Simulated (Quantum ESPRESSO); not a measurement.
# Al (P6_3/mmc) in Quantum ESPRESSO: a series of runs

The runs below take Al through band structure, single point, equation of state, with PBEsol, LDA.

All numbers are computed with Quantum ESPRESSO 7.5; they aren't measurements. Logs are shortened: lines on timing, memory, paths and dates and some standing lists are left out, and cuts for length are marked.

## Step 1: The structure

It takes space group P6_3/mmc (No. 194, hexagonal). Conventional cell: a = 2.812 Å, b = 2.812 Å, c = 4.867 Å, α = 90.00°, β = 90.00°, γ = 120.00°. Al (site symmetry -6m2) has 12 Al at 2.81 to 2.93 Å as nearest neighbours.

This isn't the form of Al at room conditions, which is fcc.

## Step 2: Band structure, PBEsol

The input, pw.in:

```
&CONTROL
  calculation = 'scf'
  prefix = 'pwscf'
  outdir = './tmp'
  pseudo_dir = './pseudo'
  tprnfor = .true.
  tstress = .true.
  disk_io = 'low'
/
&SYSTEM
  ibrav = 0
  celldm(1) = 8
  nat = 2
  ntyp = 1
  ecutwfc = 45
  ecutrho = 360
  nbnd = 8
  occupations = 'smearing'
  smearing = 'fd'
  degauss = 0.00367493
/
&ELECTRONS
  conv_thr = 4d-10
  electron_maxstep = 120
  mixing_beta = 0.5
/
ATOMIC_SPECIES
Al    26.9815 al_pbesol_v1.uspp.F.UPF
CELL_PARAMETERS alat
  0.6643462940091   0.0000000000000   0.0000000000000
 -0.3321731469928   0.5753407675200   0.0000000000000
  0.0000000000000   0.0000000000000   1.1496266987044
ATOMIC_POSITIONS crystal
Al     0.3333333333    0.6666666667    0.2500000000
Al     0.6666666667    0.3333333333    0.7500000000
K_POINTS automatic
11 11 6 0 0 0
```

The input, bands.in:

```
&CONTROL
  calculation = 'bands'
  prefix = 'pwscf'
  outdir = './tmp'
  pseudo_dir = './pseudo'
  disk_io = 'low'
  verbosity = 'high'
/
&SYSTEM
  ibrav = 0
  celldm(1) = 8
  nat = 2
  ntyp = 1
  ecutwfc = 45
  ecutrho = 360
  nbnd = 8
  occupations = 'smearing'
  smearing = 'fd'
  degauss = 0.00367493
/
&ELECTRONS
  conv_thr = 1d-08
  electron_maxstep = 120
  mixing_beta = 0.5
  diago_full_acc = .true.
  startingwfc = 'random'
/
ATOMIC_SPECIES
Al    26.9815 al_pbesol_v1.uspp.F.UPF
CELL_PARAMETERS alat
  0.6643462940091   0.0000000000000   0.0000000000000
 -0.3321731469928   0.5753407675200   0.0000000000000
  0.0000000000000   0.0000000000000   1.1496266987044
ATOMIC_POSITIONS crystal
Al     0.3333333333    0.6666666667    0.2500000000
Al     0.6666666667    0.3333333333    0.7500000000
K_POINTS crystal
60
 0.0000000000  0.0000000000  0.0000000000 1
 0.0625000000  0.0000000000  0.0000000000 1
 0.1250000000  0.0000000000  0.0000000000 1
 0.1875000000  0.0000000000  0.0000000000 1
 0.2500000000  0.0000000000  0.0000000000 1
 0.3125000000  0.0000000000  0.0000000000 1
 0.3750000000  0.0000000000  0.0000000000 1
 0.4375000000  0.0000000000  0.0000000000 1
 0.5000000000  0.0000000000  0.0000000000 1
 0.4583333333  0.0833333333  0.0000000000 1
 0.4166666667  0.1666666667  0.0000000000 1
 0.3750000000  0.2500000000  0.0000000000 1
 0.3333333333  0.3333333333  0.0000000000 1
 0.2962962963  0.2962962963  0.0000000000 1
 0.2592592593  0.2592592593  0.0000000000 1
 0.2222222222  0.2222222222  0.0000000000 1
 0.1851851852  0.1851851852  0.0000000000 1
 0.1481481481  0.1481481481  0.0000000000 1
 0.1111111111  0.1111111111  0.0000000000 1
 0.0740740741  0.0740740741  0.0000000000 1
 0.0370370370  0.0370370370  0.0000000000 1
 0.0000000000  0.0000000000  0.0000000000 1
 0.0000000000  0.0000000000  0.1250000000 1
 0.0000000000  0.0000000000  0.2500000000 1
 0.0000000000  0.0000000000  0.3750000000 1
 0.0000000000  0.0000000000  0.5000000000 1
 0.0625000000  0.0000000000  0.5000000000 1
 0.1250000000  0.0000000000  0.5000000000 1
 0.1875000000  0.0000000000  0.5000000000 1
 0.2500000000  0.0000000000  0.5000000000 1
 0.3125000000  0.0000000000  0.5000000000 1
 0.3750000000  0.0000000000  0.5000000000 1
 0.4375000000  0.0000000000  0.5000000000 1
 0.5000000000  0.0000000000  0.5000000000 1
 0.4666666667  0.0666666667  0.5000000000 1
 0.4333333333  0.1333333333  0.5000000000 1
 0.4000000000  0.2000000000  0.5000000000 1
 0.3666666667  0.2666666667  0.5000000000 1
 0.3333333333  0.3333333333  0.5000000000 1
 0.3030303030  0.3030303030  0.5000000000 1
 0.2727272727  0.2727272727  0.5000000000 1
 0.2424242424  0.2424242424  0.5000000000 1
 0.2121212121  0.2121212121  0.5000000000 1
 0.1818181818  0.1818181818  0.5000000000 1
 0.1515151515  0.1515151515  0.5000000000 1
 0.1212121212  0.1212121212  0.5000000000 1
 0.0909090909  0.0909090909  0.5000000000 1
 0.0606060606  0.0606060606  0.5000000000 1
 0.0303030303  0.0303030303  0.5000000000 1
 0.0000000000  0.0000000000  0.5000000000 1
 0.5000000000  0.0000000000  0.5000000000 1
 0.5000000000  0.0000000000  0.3750000000 1
 0.5000000000  0.0000000000  0.2500000000 1
 0.5000000000  0.0000000000  0.1250000000 1
 0.5000000000  0.0000000000  0.0000000000 1
 0.3333333333  0.3333333333  0.0000000000 1
 0.3333333333  0.3333333333  0.1250000000 1
 0.3333333333  0.3333333333  0.2500000000 1
 0.3333333333  0.3333333333  0.3750000000 1
 0.3333333333  0.3333333333  0.5000000000 1
```

Potentials or basis: GBRV 1.5 PBEsol.

Launch:

```sh
> OMP_NUM_THREADS=1 mpirun -n 2 pw.x -nk 2 -in pw.in > pw.out
> OMP_NUM_THREADS=1 mpirun -n 2 pw.x -nk 2 -in bands.in > bands.out
```

pw.out:

```text
This program is part of the open-source Quantum ESPRESSO suite
     for quantum simulation of materials; please cite
         "P. Giannozzi et al., J. Phys.:Condens. Matter 21 395502 (2009);
         "P. Giannozzi et al., J. Phys.:Condens. Matter 29 465901 (2017);
         "P. Giannozzi et al., J. Chem. Phys. 152 154105 (2020);
     in publications or presentations arising from this work. More details at

     Message from routine setup:
     using ibrav=0 with symmetry is DISCOURAGED, use correct ibrav instead

     K-points division:     npool     =       2
     Subspace diagonalization in iterative solution of the eigenvalue problem:
     a serial algorithm will be used

     G-vector sticks info
     --------------------
     sticks:   dense  smooth     PW     G-vecs:    dense   smooth      PW
     Sum         703     349    109                25873     9147    1631

     Using Slab Decomposition

     bravais-lattice index     =            0
     lattice parameter (alat)  =       8.0000  a.u.
     unit-cell volume          =     224.9813 (a.u.)^3
     number of atoms/cell      =            2
     number of atomic types    =            1
     number of electrons       =         6.00
     number of Kohn-Sham states=            8
     kinetic-energy cutoff     =      45.0000  Ry
     charge density cutoff     =     360.0000  Ry
     scf convergence threshold =      4.0E-10
     mixing beta               =       0.5000
     number of iterations used =            8  plain     mixing
     Exchange-correlation= SLA  PW   PSX  PSC
                           (   1   4  10   8   0   0   0)

     celldm(1)=   8.000000  celldm(2)=   0.000000  celldm(3)=   0.000000
     celldm(4)=   0.000000  celldm(5)=   0.000000  celldm(6)=   0.000000

     crystal axes: (cart. coord. in units of alat)
               a(1) = (   0.664346   0.000000   0.000000 )
               a(2) = (  -0.332173   0.575341   0.000000 )
               a(3) = (   0.000000   0.000000   1.149627 )

     reciprocal axes: (cart. coord. in units 2 pi/alat)
               b(1) = (  1.505239  0.869050 -0.000000 )
               b(2) = (  0.000000  1.738100  0.000000 )
               b(3) = (  0.000000 -0.000000  0.869848 )

     PseudoPot. # 1 for Al read from file:
     al_pbesol_v1.uspp.F.UPF
     Pseudo is Ultrasoft + core correction, Zval =  3.0
     Generated by new atomic code, or converted to UPF format
     Using radial grid of  893 points,  3 beta functions with:
                l(1) =   0
                l(2) =   1
                l(3) =   2
     Q(r) pseudized with  8 coefficients,  rinner =    0.900   0.900   0.900
                                                       0.900   0.900

     atomic species   valence    mass     pseudopotential
     Al                3.00    26.98150     Al( 1.00)

     24 Sym. Ops., with inversion, found (12 have fractional translation)

   Cartesian axes

     site n.     atom                  positions (alat units)
         1        Al     tau(   1) = (  -0.0000000   0.3835605   0.2874067  )
         2        Al     tau(   2) = (   0.3321731   0.1917803   0.8622200  )

     number of k points=    64  Fermi-Dirac smearing, width (Ry)=  0.0037
                       cart. coord. in units 2pi/alat
        k(    1) = (   0.0000000   0.0000000   0.0000000), wk =   0.0027548
        k(    2) = (   0.0000000   0.0000000   0.1449746), wk =   0.0055096
        k(    3) = (   0.0000000   0.0000000   0.2899492), wk =   0.0055096
        k(    4) = (   0.0000000   0.0000000  -0.4349238), wk =   0.0027548
        k(    5) = (   0.0000000   0.1580091   0.0000000), wk =   0.0165289
        k(    6) = (   0.0000000   0.1580091   0.1449746), wk =   0.0330579
[... 56 lines left out ...]
        k(   63) = (   0.4105197   0.8690502   0.2899492), wk =   0.0330579
        k(   64) = (   0.4105197   0.8690502  -0.4349238), wk =   0.0165289

     Dense  grid:    25873 G-vectors     FFT dimensions: (  36,  36,  60)

     Smooth grid:     9147 G-vectors     FFT dimensions: (  24,  24,  40)

[... 59 lines left out ...]

          k = 0.0000 0.1580 0.0000 (  1146 PWs)   bands (ev):

    -3.1497   2.8779   3.0769  16.0542  17.4645  18.4476  19.8229  20.0383

          k = 0.0000 0.1580 0.1450 (  1152 PWs)   bands (ev):

    -2.9765   1.1273   5.1354  15.9396  16.7139  17.6086  19.0330  20.0274

          k = 0.0000 0.1580 0.2899 (  1151 PWs)   bands (ev):

    -2.4578  -0.3992   7.5821  13.2430  16.7539  18.0401  18.3791  19.7434

          k = 0.0000 0.1580-0.4349 (  1154 PWs)   bands (ev):

    -1.5969  -1.5969  10.3000  10.3000  17.4523  17.4523  18.7556  18.7556

          k = 0.0000 0.3160 0.0000 (  1158 PWs)   bands (ev):

    -2.5330   3.4751   3.6604  12.6398  16.0723  17.0442  18.1245  18.3798

          k = 0.0000 0.3160 0.1450 (  1154 PWs)   bands (ev):

    -2.3603   1.7271   5.7122  12.7820  16.2185  16.3315  16.7079  18.3649

          k = 0.0000 0.3160 0.2899 (  1146 PWs)   bands (ev):

    -1.8436   0.2071   8.1375  13.0364  14.0346  15.1497  16.6565  18.3994

          k = 0.0000 0.3160-0.4349 (  1144 PWs)   bands (ev):

    -0.9859  -0.9859  10.8053  10.8053  14.1290  14.1290  17.3852  17.3852

          k = 0.0000 0.4740 0.0000 (  1154 PWs)   bands (ev):

    -1.5104   4.4457   4.6309   9.4647  14.6640  15.0275  15.2657  16.7329

          k = 0.0000 0.4740 0.1450 (  1157 PWs)   bands (ev):

    -1.3389   2.7177   6.6445   9.6333  13.3354  15.1745  16.2792  17.0300

          k = 0.0000 0.4740 0.2899 (  1148 PWs)   bands (ev):

    -0.8255   1.2106   8.9427  10.1700  11.9865  14.7068  15.6153  17.3731

          k = 0.0000 0.4740-0.4349 (  1144 PWs)   bands (ev):

     0.0264   0.0264  10.5928  10.5928  12.0920  12.0920  16.3492  16.3492

          k = 0.0000 0.6320 0.0000 (  1152 PWs)   bands (ev):

    -0.0906   5.5483   5.9828   6.8400  12.1223  12.4225  14.3311  15.9257

          k = 0.0000 0.6320 0.1450 (  1137 PWs)   bands (ev):
[... 141 lines left out ...]
     2.3079   4.4463   7.9559   8.2489   8.8889  10.5219  10.8669  14.6718

          k = 0.2737 0.7900 0.1450 (  1145 PWs)   bands (ev):

     2.4732   4.5837   6.5112   8.3745   9.0553  10.6654  12.3482  13.3953

          k = 0.2737 0.7900 0.2899 (  1146 PWs)   bands (ev):

     2.9657   4.6770   5.4714   7.1258   9.5079  11.2704  13.1341  15.0163

          k = 0.2737 0.7900-0.4349 (  1152 PWs)   bands (ev):

     3.7665   3.7665   6.0463   6.0463  10.2851  10.2851  15.5192  15.5192

          k = 0.4105 0.7110 0.0000 (  1130 PWs)   bands (ev):

     2.1109   6.1588   6.4489   8.0811   8.3484  11.9068  12.0885  12.9363

          k = 0.4105 0.7110 0.1450 (  1137 PWs)   bands (ev):

     2.2771   5.8571   6.6040   7.0083   9.7372  10.6244  11.2672  14.4789

          k = 0.4105 0.7110 0.2899 (  1145 PWs)   bands (ev):

     2.7730   4.6935   7.0542   7.1854   9.0725   9.2467  12.8935  16.4649

          k = 0.4105 0.7110-0.4349 (  1146 PWs)   bands (ev):

     3.5893   3.5893   7.5826   7.5826   8.3927   8.3927  15.3809  15.3809

          k = 0.4105 0.8691 0.0000 (  1136 PWs)   bands (ev):

     4.0338   4.1104   6.1685   9.4668   9.6314  10.3436  10.8055  12.4482

          k = 0.4105 0.8691 0.1450 (  1143 PWs)   bands (ev):

     4.1912   4.2681   6.2833   8.2102   8.4339  10.2403  12.3365  12.5623

          k = 0.4105 0.8691 0.2899 (  1146 PWs)   bands (ev):

     4.6454   4.7241   6.3459   6.8272   7.4744   8.9631  14.5660  14.7426

          k = 0.4105 0.8691-0.4349 (  1136 PWs)   bands (ev):

     5.1686   5.1686   5.9418   5.9418   7.9153   7.9153  16.5998  16.5998

     the Fermi energy is     7.7582 ev

!    total energy              =     -13.32408912 Ry
     estimated scf accuracy    <          9.9E-11 Ry
     smearing contrib. (-TS)   =      -0.00033546 Ry
     internal energy E=F+TS    =     -13.32375366 Ry

     The total energy is F=E-TS. E is the sum of the following terms:
     one-electron contribution =       5.91747972 Ry
     hartree contribution      =       0.01715927 Ry
     xc contribution           =      -8.49419318 Ry
     ewald contribution        =     -10.76419947 Ry

     convergence has been achieved in   7 iterations

     Forces acting on atoms (cartesian axes, Ry/au):

     atom    1 type  1   force =     0.00000000    0.00000000    0.00000000
     atom    2 type  1   force =    -0.00000000   -0.00000000    0.00000000

     Total force =     0.000000     Total SCF correction =     0.000000

     Computing stress (Cartesian axis) and pressure

          total   stress  (Ry/bohr**3)                   (kbar)     P=      -13.89
   0.00000686  -0.00000000   0.00000000            1.01       -0.00        0.00
  -0.00000000   0.00000686   0.00000000           -0.00        1.01        0.00
  -0.00000000  -0.00000000  -0.00029701           -0.00       -0.00      -43.69

=------------------------------------------------------------------------------=
   JOB DONE.
=------------------------------------------------------------------------------=
```

Wall time 9.4 s (2 MPI ranks of Arm Neoverse V1, shared host); peak memory 0.16 GiB.

These settings aren't checked as converged: the numbers below hold their error.

What came out:

| Quantity | Value |
| --- | --- |
| Free energy | -181.2835 eV |
| Pressure | -1.4 GPa |
| Band gap on the k mesh | none (metal or under the smearing width) |

Caveat: levels on the path don't meet those of the self-consistent run.

## Step 3: Single point, LDA, 15.67 Å³/atom

The input, pw.in:

```
&CONTROL
  calculation = 'scf'
  prefix = 'pwscf'
  outdir = './tmp'
  pseudo_dir = './pseudo'
  tprnfor = .true.
  tstress = .true.
  disk_io = 'nowf'
/
&SYSTEM
  ibrav = 0
  nat = 2
  ntyp = 1
  ecutwfc = 45
  ecutrho = 360
  nbnd = 8
  occupations = 'smearing'
  smearing = 'fd'
  degauss = 0.00367493
/
&ELECTRONS
  conv_thr = 4d-10
  electron_maxstep = 120
  mixing_beta = 0.5
/
ATOMIC_SPECIES
Al    26.9815 al_lda_v1.uspp.F.UPF
CELL_PARAMETERS angstrom
   2.7550421937    0.0000000000    0.0000000000
  -1.3775210968    2.3859365282    0.0000000000
   0.0000000000    0.0000000000    4.7674986532
ATOMIC_POSITIONS crystal
Al     0.3333333333    0.6666666667    0.2500000000
Al     0.6666666667    0.3333333333    0.7500000000
K_POINTS automatic
11 11 6 0 0 0
```

Potentials or basis: GBRV 1.5 LDA.

Launch:

```sh
> OMP_NUM_THREADS=1 mpirun -n 2 pw.x -nk 2 -in pw.in > pw.out
```

It took 4.5 s on 2 MPI ranks of Arm Neoverse V1, shared host; peak memory 0.16 GiB.

Results (log left out):

| Quantity | Value |
| --- | --- |
| Free energy | -180.7350 eV |
| Pressure | 1.9 GPa |
| Band gap on the k mesh | none (metal or under the smearing width) |

## Step 4: Single point, LDA, 16.00 Å³/atom

Edit pw.in of step 3 so:

```diff
@@ -28,5 +28,5 @@
 CELL_PARAMETERS angstrom
-   2.7550421937    0.0000000000    0.0000000000
-  -1.3775210968    2.3859365282    0.0000000000
-   0.0000000000    0.0000000000    4.7674986532
+   2.7744445386    0.0000000000    0.0000000000
+  -1.3872222692    2.4027394518    0.0000000000
+   0.0000000000    0.0000000000    4.8010736936
 ATOMIC_POSITIONS crystal
```

Launch:

```sh
> OMP_NUM_THREADS=1 mpirun -n 2 pw.x -nk 2 -in pw.in > pw.out
```

Run time: 4.5 s. Hardware: 2 MPI ranks of Arm Neoverse V1, shared host; peak memory 0.16 GiB.

Results (log left out):

| Property | Result |
| --- | --- |
| Free energy | -180.7389 eV |
| Pressure | 0.0 GPa |
| Band gap on the k mesh | none (metal or under the smearing width) |

## Step 5: Single point, LDA, 16.34 Å³/atom

Edit pw.in of step 4 so:

```diff
@@ -28,5 +28,5 @@
 CELL_PARAMETERS angstrom
-   2.7744445386    0.0000000000    0.0000000000
-  -1.3872222692    2.4027394518    0.0000000000
-   0.0000000000    0.0000000000    4.8010736936
+   2.7935792435    0.0000000000    0.0000000000
+  -1.3967896217    2.4193105923    0.0000000000
+   0.0000000000    0.0000000000    4.8341855930
 ATOMIC_POSITIONS crystal
```

Launch:

```sh
> OMP_NUM_THREADS=1 mpirun -n 2 pw.x -nk 2 -in pw.in > pw.out
```

It took 4.5 s on 2 MPI ranks of Arm Neoverse V1, shared host; peak memory 0.16 GiB.

The run converged. Its results:

```
Free energy            : -180.7358 eV
Pressure               : -1.6 GPa
Band gap on the k mesh : none (metal or under the smearing width)
```

## Step 6: Single point, LDA, 16.67 Å³/atom

Edit pw.in of step 5 so:

```diff
@@ -28,5 +28,5 @@
 CELL_PARAMETERS angstrom
-   2.7935792435    0.0000000000    0.0000000000
-  -1.3967896217    2.4193105923    0.0000000000
-   0.0000000000    0.0000000000    4.8341855930
+   2.8124553515    0.0000000000    0.0000000000
+  -1.4062276757    2.4356577814    0.0000000000
+   0.0000000000    0.0000000000    4.8668500000
 ATOMIC_POSITIONS crystal
```

Potentials or basis: GBRV 1.5 LDA.

Launch:

```sh
> OMP_NUM_THREADS=1 mpirun -n 2 pw.x -nk 2 -in pw.in > pw.out
```

It took 4.5 s on 2 MPI ranks of Arm Neoverse V1, shared host; peak memory 0.16 GiB.

The run converged. Its results:

```
Free energy            : -180.7262 eV
Pressure               : -3.0 GPa
Band gap on the k mesh : none (metal or under the smearing width)
```

## Step 7: Single point, LDA, 17.00 Å³/atom

Edit pw.in of step 6 so:

```diff
@@ -28,5 +28,5 @@
 CELL_PARAMETERS angstrom
-   2.8124553515    0.0000000000    0.0000000000
-  -1.4062276757    2.4356577814    0.0000000000
-   0.0000000000    0.0000000000    4.8668500000
+   2.8310814264    0.0000000000    0.0000000000
+  -1.4155407132    2.4517884355    0.0000000000
+   0.0000000000    0.0000000000    4.8990817340
 ATOMIC_POSITIONS crystal
```

Launch:

```sh
> OMP_NUM_THREADS=1 mpirun -n 2 pw.x -nk 2 -in pw.in > pw.out
```

It took 4.6 s on 2 MPI ranks of Arm Neoverse V1, shared host; peak memory 0.16 GiB.

Results (log left out):

- Free energy: -180.7111 eV
- Pressure: -4.3 GPa
- Band gap on the k mesh: none (metal or under the smearing width)

## Step 8: Single point, LDA, 17.34 Å³/atom

Edit pw.in of step 7 so:

```diff
@@ -28,5 +28,5 @@
 CELL_PARAMETERS angstrom
-   2.8310814264    0.0000000000    0.0000000000
-  -1.4155407132    2.4517884355    0.0000000000
-   0.0000000000    0.0000000000    4.8990817340
+   2.8494655872    0.0000000000    0.0000000000
+  -1.4247327935    2.4677095857    0.0000000000
+   0.0000000000    0.0000000000    4.9308948445
 ATOMIC_POSITIONS crystal
```

Launch:

```sh
> OMP_NUM_THREADS=1 mpirun -n 2 pw.x -nk 2 -in pw.in > pw.out
```

It took 4.6 s on 2 MPI ranks of Arm Neoverse V1, shared host; peak memory 0.16 GiB.

It converged, with:

* Free energy: -180.6909 eV
* Pressure: -5.4 GPa
* Band gap on the k mesh: none (metal or under the smearing width)

## Step 9: Single point, LDA, 17.67 Å³/atom

Edit pw.in of step 8 so:

```diff
@@ -28,5 +28,5 @@
 CELL_PARAMETERS angstrom
-   2.8494655872    0.0000000000    0.0000000000
-  -1.4247327935    2.4677095857    0.0000000000
-   0.0000000000    0.0000000000    4.9308948445
+   2.8676155389    0.0000000000    0.0000000000
+  -1.4338077694    2.4834279049    0.0000000000
+   0.0000000000    0.0000000000    4.9623026648
 ATOMIC_POSITIONS crystal
```

Potentials or basis: GBRV 1.5 LDA.

Launch:

```sh
> OMP_NUM_THREADS=1 mpirun -n 2 pw.x -nk 2 -in pw.in > pw.out
```

Run time: 5.1 s. Hardware: 2 MPI ranks of Arm Neoverse V1, shared host; peak memory 0.16 GiB.

The run converged. Its results:

```yaml
Free_energy: -180.6662 eV
Pressure: -6.4 GPa
Band_gap_on_the_k_mesh: none (metal or under the smearing width)
```

## Step 10: Equation of state, LDA

Potentials or basis: GBRV 1.5 LDA.

This step only gathers the single runs of the series.

What came out:

```yaml
Equilibrium_volume: 16.01 Å³/atom
Bulk_modulus_at_fixed_shape_and_positions: 82 GPa
Pressure_derivative_of_the_bulk_modulus: 4.6
```

Energy against volume, from the lowest point:
```
volume (Å³/atom)  energy (meV/atom)
          15.669               1.95
          16.003               0.00
          16.336               1.57
          16.669               6.34
          17.003              13.93
          17.336              24.01
          17.670              36.35
```

Caveat: the cell was scaled at fixed shape and fractional positions, which overstates the stiffness of a crystal with free parameters, most of all of layers and chains.

## Step 11: The reference run

An earlier run on the cell as given: functional PBEsol; potentials or basis GBRV 1.5 PBEsol; cutoff 612 eV; density cutoff 4898 eV; k mesh 11 × 11 × 6; occupations fermi-dirac, width 0.05 eV; no spin polarisation.

* Pressure: -1.4 GPa
* Band gap on the k mesh: none (metal or under the smearing width)
